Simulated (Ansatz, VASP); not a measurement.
**One calculation of AgCl, two programs**

```
CELL_PARAMETERS angstrom
0.00000 2.77315 2.71769
2.77315 0.00000 2.71769
2.77315 2.77315 0.00000
ATOMIC_POSITIONS crystal
Ag 0.50000 0.50000 0.50000
Cl 0.00000 0.00000 0.00000
```

Change from the starting cell: zz strain of -2 %, crystal datasets.

Alike in both runs: task electric field gradients; functional PBEsol; k mesh 9 × 9 × 9; occupations fermi-dirac, width 0.01 eV; no spin polarisation.

|  | VASP | Ansatz |
| --- | --- | --- |
| version | VASP 6.6.1 | Ansatz 0.2.0 |
| potentials or method | VASP PAW PBE potentials, release 64 (Ag, Cl), cutoff 520 eV | all-electron PAW with datasets made for the crystal, scalar-relativistic |

|  | VASP | Ansatz | Ansatz less VASP |
| --- | --- | --- | --- |
| gap on the k mesh at the Fermi level (eV) | 0.72 | 0.72 | +0.005 |
| pressure (GPa) | -1.8 | -1.7 | +0.11 |
| largest component of the traceless stress (GPa) | 0.26 | 0.27 | +0.010 |
| Vzz of the field gradient on the site that differs most (V/Å²) | -12.1 | -9.8 | +2.27 |

Ansatz ran all-electron here, so the differences hold the error of VASP's frozen core and of both bases. Ansatz warned: «gradients_without_spin_orbit».

Caveats: the PAW data sets were made with another functional, which shifts forces and pressure a little (VASP); an odd mesh through Γ misses points on the zone boundary, where band edges often lie.
